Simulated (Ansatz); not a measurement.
# Sn (I4/mmm) in Ansatz: notebook

Runs on Sn. Level: PBE. Tasks: single point.

Program: Ansatz 0.2.0. These are calculated values, not measurements. Logs are shortened: lines on timing, memory, paths and dates and some standing lists are left out, and cuts for length are marked.

## 1. The structure

Symmetry: I4/mmm, No. 139, tetragonal system. Conventional cell: a = 4.058 Å, b = 4.058 Å, c = 3.322 Å, α = 90.00°, β = 90.00°, γ = 90.00°. Sn (site symmetry 4/mmm) has 10 Sn at 3.32 Å as nearest neighbours.

This isn't the form of Sn at room conditions, which is tetragonal (white tin).

## 2. Single point, PBE

input.yaml reads:

```yaml
crystal:
  lattice:
    - [-2.029189411, 2.029189411, 1.6607599896]
    - [2.029189411, -2.029189411, 1.6607599896]
    - [2.029189411, 2.029189411, -1.6607599896]
  atoms:
    - { symbol: Sn, position: [0.0, 0.0, 0.0] }
hamiltonian:
  xc: pbe
  pseudopotentials: { kind: paw }
kpoints:
  mp_grid: { grid: [10, 10, 10] }
scf:
  occupations: { method: gaussian, width: 0.017 }
output:
  forces: true
  stress: true
  eigenvalues: true
```

Potentials or basis: Ansatz PAW.

Launch:

```console
> ansatz run input.yaml --threads 2 --pin off --max-ram 5632MiB --backend cpu --events-out ev --progress --plain --runs-dir out
```

What it wrote:

```text
Warning: RAYON_NUM_THREADS=2 ignored (pool sized by the plan → 2); use --threads N
Engine: ansatz 0.2.0, aarch64-unknown-linux-gnu
Pseudopotentials: kind: paw
Pseudopotential: Sn, paw, valence charge 14, recommended cutoff 420 eV (normal), Sn.paw.azcp
Functional definition: PBE
  parameter kappa = 0.804
  parameter beta = 0.06672455060314922
  exchange = pbe_x(kappa = kappa, mu = beta*pi^2/3)
  correlation = pbe_c(beta = beta)
Crystal: 1 atoms, lattice volume = 27.353 Å³
Basis set: ecut = 420 eV, 545 PW (Γ), exchange–correlation on 48×48×48 points (8 copies of the dense FFT grid, shifted against one another)
Bands: 11, of which v1, the nominal top of the filled ones, is band 7 counted from 1 (6 counted from 0)
Symmetry: 16 space group operations
Space group: I4/mmm (ITA 139), of the structure as read, at distance tolerance 3.0e-5 Å
k-points: 102 of 1000
Non-local potential: Sn, projectors of the file, l = 0: 2, l = 1: 2, l = 2: 2, l = 3: 2
PAW form: soft (Blöchl's): semilocal exchange-correlation on the pseudo side does not see the compensation charge
PAW one-centre angular grid: Sn, 590 points (default); XC on 64 Gauss nodes
Initial density: superposition of atomic densities (neutral atoms: chi_scale 0, normalization atom), corrected by the library's trained network
Initial wavefunctions: pseudopotential atomic-orbital guess
Functional: x = pbe(κ = 0.804, μ = 0.2195149727645171), c = pbe(β = 0.06672455060314922)
SCF iter   1: F=—  HF=-6024.142402 eV  |F-HF|=—  |Δ(HF+E_count)|=         —  Δρ=7.43e-4  dr2=1.23e-4  ethr=1.77e-3  ⟨swp⟩=6.0  Hψ=6684  notcnv=0
preconditioner: auto → none  [metal: Δε(μ)=0.010 eV  Ē_g=23.173 eV  σ=0.017 eV  W_gap=0.30  n_scr=4 (ndim 8)  ℏωp=26.6 eV  f_vac=0.000  D(μ)=2.07/eV (n_scr^D=16)  sad-step TF]
SCF iter   2: F=—  HF=-6024.141770 eV  |F-HF|=—  |Δ(HF+E_count)|=   6.32e-4  Δρ=5.29e-4  dr2=6.88e-5  ethr=8.77e-7  ⟨swp⟩=2.2  Hψ=2827  notcnv=0
SCF iter   3: F=—  HF=-6024.141783 eV  |F-HF|=—  |Δ(HF+E_count)|=   1.30e-5  Δρ=2.26e-4  dr2=1.12e-5  ethr=4.91e-7  ⟨swp⟩=2.2  Hψ=1827  notcnv=0
SCF iter   4: F=—  HF=-6024.141792 eV  |F-HF|=—  |Δ(HF+E_count)|=   9.13e-6  Δρ=6.76e-5  dr2=1.02e-6  ethr=8.01e-8  ⟨swp⟩=2.0  Hψ=1302  notcnv=0
iter 5 did not close the SCF: its close was put off for the readings that it lacked (scf_convergence_deferred on its scf_iter line)
SCF iter   5: F=-6024.141791 eV  HF=-6024.141791 eV  |F-HF|=1.13e-7  |Δ(HF+E_count)|=   5.81e-7  Δρ=1.95e-5  dr2=7.68e-8  ethr=7.26e-9  ⟨swp⟩=2.0  Hψ=1620  notcnv=0
SCF iter   6: F=-6024.141791 eV  HF=-6024.141791 eV  |F-HF|=2.91e-9  |Δ(HF+E_count)|=   5.10e-8  Δρ=3.39e-6  dr2=1.59e-9  ethr=5.49e-10  ⟨swp⟩=3.3  Hψ=4441  notcnv=0
SCF 1 converged in 6 iterations: F = -6024.141791 eV  dr2 = 1.59e-9
SCF converged after 6 iterations
Free energy (F): -6024.141791 eV
Harris-Foulkes:  -6024.141791 eV  (|F-HF|=2.91e-9)
Internal energy: -6024.141495 eV  (E = F + TS)
E sigma→0 (E₀):  -6024.141643 eV
Entropy (-TS):   -0.000296 eV (-0.296 meV/atom)
Fermi energy:    10.667553 eV
--- Per-component energies (eV) ---
  E_band       = -82.341951
  E_kinetic    = 185.947851
  E_local      = -831.839710  (includes V_loc(G=0)·N_el)
  E_nonlocal   = -32.677491
  E_hartree    = 522.731785
  E_xc         = -382.865628
  E_vxc        = -96.289148  (∫ρ·V_xc dr)
  E_paw        = -4134.880327  (= ΣΔE_a)
  E_vpaw       = -352.945458  (= ΣTr[D̂ρ^β])
  E_aug_tail   = -0.000000  (compensation charges beyond the density's cutoff)
  E_ewald      = -1350.557974
  E_smearing   = -0.000296  (= −TS)
  E_closure    = 0.000000  (closes the sum)
  Σ components = -6024.141791   (vs F -6024.141791, Δ=0.00e0)
--- Forces (eV/Å), atoms counted from 1 ---
  atom   1  Sn     0.00000000     0.00000000     0.00000000
  max |Σ_I F_I| component: 7.89e-31 eV/Å
--- Stress (GPa, compression-positive) ---
        0.304271       0.000000       0.000000
        0.000000       0.304271       0.000000
       -0.000000      -0.000000       1.806063
  P = ⅓ Tr σ = 0.8049 GPa (8.049 kbar)
--- Band table (eV; the first three rows and the last of 102) ---
  k-point 0: bands = ["-10.8333", "-10.7593", "-10.7593", "-10.7575", "-10.6418", "-0.3059", "17.5037", "17.5037", "20.0662", "20.9693", "22.1186"]
  k-point 1: bands = ["-10.8233", "-10.7616", "-10.7616", "-10.7445", "-10.6461", "-0.1182", "15.4719", "17.6393", "19.4826", "21.5859", "22.4280"]
  k-point 2: bands = ["-10.7989", "-10.7710", "-10.7676", "-10.7054", "-10.6571", "0.4440", "12.4800", "17.9854", "18.3824", "21.7678", "22.0060"]
  k-point 101: bands = ["-10.8692", "-10.8029", "-10.6162", "-10.6162", "-10.5839", "7.3385", "9.1733", "9.1733", "13.2618", "13.7885", "16.8202"]
```

Wall time 0.7 s (2 threads of Arm Neoverse V2, shared host); peak memory 0.27 GiB.

What came out:

```yaml
Free_energy: -6024.1418 eV
Pressure: 0.8 GPa
Band_gap_on_the_k_mesh: none (metal or under the smearing width)
```

Stress tensor (GPa, compression positive):
```
0.30 0.00 0.00
0.00 0.30 0.00
0.00 0.00 1.81
```

## 3. Single point, PBE

Changes to input.yaml since step 2:

```diff
@@ -13,3 +13,3 @@
 scf:
-  occupations: { method: gaussian, width: 0.017 }
+  occupations: { method: gaussian, width: 0.018 }
 output:
```

Potentials or basis: Ansatz PAW.

Launch:

```console
> ansatz run input.yaml --threads 2 --pin off --max-ram 5632MiB --backend cpu --events-out ev --progress --plain --runs-dir out
```

Run time: 0.7 s. Hardware: 2 threads of Arm Neoverse V2, shared host; peak memory 0.27 GiB.

The run converged. Its results:

- Free energy: -6024.1418 eV
- Pressure: 0.8 GPa
- Band gap on the k mesh: none (metal or under the smearing width)

Stress tensor (GPa, compression positive):
```
0.31 0.00 0.00
0.00 0.31 0.00
0.00 0.00 1.80
```

Levels at points of the mesh, in eV from the Fermi level:
```csv
k point,band 3,band 4,band 5,band 6,band 7,band 8,band 9,band 10,band 11
"(0.00, 0.00, 0.00)",-21.43,-21.43,-21.31,-10.97,6.84,6.84,9.40,10.30,11.45
"(0.00, 0.00, -0.50)",-21.39,-21.35,-21.27,-7.21,-4.61,5.85,7.82,10.43,10.98
"(0.00, -0.50, 0.00)",-21.35,-21.28,-21.26,-5.69,-4.09,3.14,4.40,7.25,7.43
"(-0.50, -0.50, -0.50)",-21.28,-21.28,-21.25,-3.33,-1.49,-1.49,2.59,3.12,6.15
```

## 4. Single point, PBE

Changes to input.yaml since step 3:

```diff
@@ -13,3 +13,3 @@
 scf:
-  occupations: { method: gaussian, width: 0.018 }
+  occupations: { method: gaussian, width: 0.019 }
 output:
```

Launch:

```console
> ansatz run input.yaml --threads 2 --pin off --max-ram 5632MiB --backend cpu --events-out ev --progress --plain --runs-dir out
```

Run time: 0.7 s. Hardware: 2 threads of Arm Neoverse V2, shared host; peak memory 0.27 GiB.

The run converged. Its results:

```
Free energy            : -6024.1418 eV
Pressure               : 0.8 GPa
Band gap on the k mesh : none (metal or under the smearing width)
```

Stress tensor (GPa, compression positive):
```
0.31 0.00 0.00
0.00 0.31 0.00
0.00 0.00 1.79
```

Levels at points of the mesh, in eV from the Fermi level:
| k point | band 3 | band 4 | band 5 | band 6 | band 7 | band 8 | band 9 | band 10 | band 11 |
| --- | --- | --- | --- | --- | --- | --- | --- | --- | --- |
| (0.00, 0.00, 0.00) | -21.43 | -21.43 | -21.31 | -10.97 | 6.84 | 6.84 | 9.40 | 10.30 | 11.45 |
| (0.00, 0.00, -0.50) | -21.39 | -21.35 | -21.27 | -7.21 | -4.61 | 5.85 | 7.82 | 10.43 | 10.98 |
| (0.00, -0.50, 0.00) | -21.35 | -21.28 | -21.26 | -5.69 | -4.09 | 3.14 | 4.40 | 7.25 | 7.43 |
| (-0.50, -0.50, -0.50) | -21.28 | -21.28 | -21.25 | -3.33 | -1.49 | -1.49 | 2.59 | 3.12 | 6.15 |

## 5. Summary

| smearing | gap on the mesh (eV) | pressure (GPa) |
| --- | --- | --- |
| gaussian 0.017 eV | none | 0.8 |
| gaussian 0.018 eV | none | 0.8 |
| gaussian 0.019 eV | none | 0.8 |

Alike in all rows: task single point; level PBE; potentials or basis Ansatz PAW; no spin polarisation; cell as given; k mesh 10 × 10 × 10; cutoff (eV) 420.

Every run on the cell as given and a fine mesh finds a metal.

Total energies depend on the potentials used, so only differences within one code and one set of settings carry meaning.
